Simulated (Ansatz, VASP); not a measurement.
# Nb4GaSe8 in two plane-wave programs, part 3 of 3

Aim: how closely do two programs agree when they are given the same cell, functional and k mesh? The cell is taken from a series of runs on this material, whose earlier steps may have relaxed, scaled, displaced or heated it; both programs get it as it stands.

VASP 6.6.1 and Ansatz 0.2.0.

So far: The starting structure; Ansatz: relaxation of cell and atoms, r2SCAN with rVV10; VASP: relaxation of cell and atoms, r2SCAN with rVV10.

## (3) VASP: relaxation of cell and atoms, r2SCAN with rVV10 (continued)

Level of this step: r2SCAN with rVV10; plane waves and PAW (Nb_sv, Ga_d, Se) (VASP).

Numbers of over 12 decimals in the logs are rounded to 6 here.

Parts of OUTCAR (step 3):

```text
ion  position               nearest neighbor table
   1  0.397  0.397  0.397-   7 2.53   8 2.53   9 2.53  11 2.77  12 2.77  13 2.77   2 3.04   3 3.04
                             4 3.04
   2  0.809  0.397  0.397-   6 2.53   8 2.53   9 2.53  12 2.77  13 2.77  10 2.77   1 3.04   3 3.04
                             4 3.04
   3  0.397  0.397  0.809-   6 2.53   7 2.53   9 2.53  11 2.77  13 2.77  10 2.77   1 3.04   2 3.04
                             4 3.04
   4  0.397  0.809  0.397-   6 2.53   7 2.53   8 2.53  11 2.77  12 2.77  10 2.77   1 3.04   2 3.04
                             3 3.04
   5  0.000  0.000  0.000-  12 2.43  11 2.43  10 2.43  13 2.43
   6  0.636  0.636  0.636-   2 2.53   3 2.53   4 2.53
   7  0.093  0.636  0.636-   1 2.53   3 2.53   4 2.53
   8  0.636  0.636  0.093-   1 2.53   2 2.53   4 2.53
   9  0.636  0.093  0.636-   1 2.53   2 2.53   3 2.53
  10  0.134  0.134  0.134-   5 2.43   3 2.77   4 2.77   2 2.77
  11  0.597  0.134  0.134-   5 2.43   4 2.77   3 2.77   1 2.77
  12  0.134  0.134  0.597-   5 2.43   4 2.77   2 2.77   1 2.77
  13  0.134  0.597  0.134-   5 2.43   3 2.77   2 2.77   1 2.77

  LATTYP: Found a face centered cubic cell.
 ALAT       =    10.4200000000

 Subroutine GETGRP returns: Found 24 space group operations
 (whereof 24 operations were pure point group operations)

The static configuration has the point symmetry T_d .

 Found     16 irreducible k-points:

   k-points           NKPTS =     16   k-points in BZ     NKDIM =     16   number of bands    NBANDS=     70

   dimension x,y,z NGX =    56 NGY =   56 NGZ =   56
   dimension x,y,z NGXF=   112 NGYF=  112 NGZF=  112

   ENCUT  =  550.0 eV  40.42 Ry    6.36 a.u.  14.09 14.09 14.09*2*pi/ulx,y,z

   NELECT =     113.0000    total number of electrons

 k-points in reciprocal lattice and weights: Automatic mesh
   0.00000000  0.00000000  0.00000000       0.005
   0.16666667  0.00000000  0.00000000       0.037
   0.33333333  0.00000000  0.00000000       0.037
   0.50000000  0.00000000  0.00000000       0.019
   0.16666667  0.16666667  0.00000000       0.028
   0.33333333  0.16666667  0.00000000       0.111
   0.50000000  0.16666667  0.00000000       0.111
  -0.33333333  0.16666667  0.00000000       0.111
  -0.16666667  0.16666667  0.00000000       0.056
[...]
-0.33333333  0.33333333  0.16666667       0.111
  -0.33333333  0.50000000  0.16666667       0.056

 average (electrostatic) potential at core
       1 -88.5888       2 -88.5888       3 -88.5888       4 -88.5888       5 -69.8587
       6 -56.8680       7 -56.8680       8 -56.8680       9 -56.8680      10 -56.8776
      11 -56.8776      12 -56.8776      13 -56.8776

 E-fermi :   5.9763

 k-point     1 :       0.0000    0.0000    0.0000
  band No.  band energies     occupation
    ...
     52       4.7477      2.00000
     53       4.7477      2.00000
     54       4.7477      2.00000
     55       4.8520      2.00000
     56       4.8520      2.00000
     57       6.0400      0.36743
     58       6.0400      0.36743
     59       6.0400      0.36743
     60       6.9400      0.00000
     61       8.2758      0.00000
    ...

 k-point     2 :       0.1667    0.0000    0.0000
  band No.  band energies     occupation
    ...
     52       4.3666      2.00000
     53       4.6161      2.00000
     54       4.6161      2.00000
     55       5.0279      2.00000
     56       5.0279      2.00000
     57       6.0911      0.10455
     58       6.0911      0.10455
     59       6.1057      0.06735
     60       7.0521      0.00000
     61       8.1128      0.00000
    ...

 k-point     3 :       0.3333    0.0000    0.0000
  band No.  band energies     occupation
    ...
     52       4.2910      2.00000
     53       4.3730      2.00000
     54       4.3730      2.00000
     55       5.2038      2.00000
     56       5.2038      2.00000
     57       6.1339      0.02588
     58       6.1428      0.01857
     59       6.1428      0.01857
     60       7.1060      0.00000
     61       7.9567      0.00000
    ...

  Total        0.0062009      0.0062009      0.0062009      0.0000000      0.0000000      0.0000000
  in kB        0.0348902      0.0348902      0.0348902      0.0000000      0.0000000      0.0000000
  external PRESSURE =       0.0348902 kB  Pullay stress =       0.0000000 kB

  energy-cutoff  :      550.00
  volume of cell :      284.75
      direct lattice vectors                 reciprocal lattice vectors
     0.000000000  5.221696367  5.221696367    -0.095754323  0.095754323  0.095754323
     5.221696367  0.000000000  5.221696367     0.095754323 -0.095754323  0.095754323
     5.221696367  5.221696367  0.000000000     0.095754323  0.095754323 -0.095754323

 POSITION                                       TOTAL-FORCE (eV/Angst)
 -----------------------------------------------------------------------------------
      4.14812      4.14812      4.14812        -0.000910     -0.000910     -0.000910
      4.14812      6.29527      6.29527        -0.000910      0.000910      0.000910
      6.29527      6.29527      4.14812         0.000910      0.000910     -0.000910
      6.29527      4.14812      6.29527         0.000910     -0.000910      0.000910
      0.00000      0.00000      0.00000         0.000000      0.000000      0.000000
      6.63240      6.63240      6.63240        -0.000416     -0.000416     -0.000416
      6.63240      3.81100      3.81100        -0.000416      0.000416      0.000416
      3.81100      3.81100      6.63240         0.000416      0.000416     -0.000416
      3.81100      6.63240      3.81100         0.000416     -0.000416      0.000416
      1.39992      1.39992      1.39992         0.000539      0.000539      0.000539
      1.39992      3.82178      3.82178         0.000539     -0.000539     -0.000539
      3.82178      3.82178      1.39992        -0.000539     -0.000539      0.000539
      3.82178      1.39992      3.82178        -0.000539      0.000539     -0.000539
 -----------------------------------------------------------------------------------
    total drift:                               -0.000002     -0.000002     -0.000002

  FREE ENERGIE OF THE ION-ELECTRON SYSTEM (eV)
  ---------------------------------------------------
  free  energy   TOTEN  =      -235.4357439638 eV

  energy  without entropy=     -235.3971669078  energy(sigma->0) =     -235.41645544

 reached required accuracy - stopping structural energy minimisation

 total charge
# of ion       s       p       d       tot
------------------------------------------
    1        2.156   6.016   2.381  10.553
    2        2.156   6.016   2.381  10.553
    3        2.156   6.016   2.381  10.553
    4        2.156   6.016   2.381  10.553
    5        0.830   0.710  10.025  11.566
    6        1.469   2.420   0.064   3.952
    7        1.469   2.420   0.064   3.952
    8        1.469   2.420   0.064   3.952
    9        1.469   2.420   0.064   3.952
   10        1.439   2.456   0.034   3.929
   11        1.439   2.456   0.034   3.929
   12        1.439   2.456   0.034   3.929
   13        1.439   2.456   0.034   3.929
--------------------------------------------------
tot         21.083  44.281  19.942  85.306

[... 3 further parts left out ...]
```

CONTCAR:

```
Nb4GaSe8
   1.00000000000000
     0.0000000000000000    5.2216963665235001    5.2216963665235001
     5.2216963665235001    0.0000000000000000    5.2216963665235001
     5.2216963665235001    5.2216963665235001    0.0000000000000000
  Nb              Ga              Se
     4     1     8
Direct
     0.3972007251837720    0.3972007251837720    0.3972007251837720
     0.8083978244486913    0.3972007251837720    0.3972007251837720
     0.3972007251837720    0.3972007251837720    0.8083978244486913
     0.3972007251837720    0.8083978244486913    0.3972007251837720
     0.0000000000000000    0.0000000000000000    0.0000000000000000
     0.6350806864153049    0.6350806864153049    0.6350806864153049
     0.0947579407540850    0.6350806864153049    0.6350806864153049
     0.6350806864153049    0.6350806864153049    0.0947579407540850
     0.6350806864153049    0.0947579407540850    0.6350806864153049
     0.1340485083519319    0.1340485083519319    0.1340485083519319
     0.5978544749442042    0.1340485083519319    0.1340485083519319
     0.1340485083519319    0.1340485083519319    0.5978544749442042
     0.1340485083519319    0.5978544749442042    0.1340485083519319
```

## (4) Side by side

Known differences besides the potentials themselves: VASP keeps PBE cores, Ansatz makes them for the functional; the data sets hold 193 valence electrons in Ansatz (on its default PAW (the set named soft_2) files) and 113 in VASP; the cutoff is 500 eV in Ansatz and 550 eV in VASP; Ansatz adds a Pulay correction to the stress that steers its cell, VASP none. Total energies have different zeros and are not compared.

The two programs side by side:

```
                                         quantity  Ansatz    VASP  difference
                                      volume (Å³)  284.29  284.75     -0.16 %
edge a after relaxation, in the typed setting (Å)   7.381   7.385     -0.05 %
```

## (5) Summary of results

| Quantity | Value |
| --- | --- |
| difference in volume (relaxation of cell and atoms, r2SCAN with rVV10) | -0.16 % |

**Reading.** The difference in volume is -0.16 % (relaxation of cell and atoms, r2SCAN with rVV10), within the 1.2 % picked in this series as the mark of a large difference, as far as the stopping tolerances let one tell. The data sets hold unlike numbers of valence electrons (193 in Ansatz and 113 in VASP), so part of the differences comes from the potentials. How closely two codes agree says nothing of how well the functional describes the real material.

[Lines on the potential files, build, host, timing and source positions are cut from VASP's logs without a mark.]

[Logs are printed without paths, hosts, clocks, repeated set-up lines and the standing remarks that a program may print on its own settings, such as how far it seeks lower states.]

[Hosts, paths, dates, database ids (printed as entryN), source tags and the programs' standing remarks are cut or masked in the printed files.]
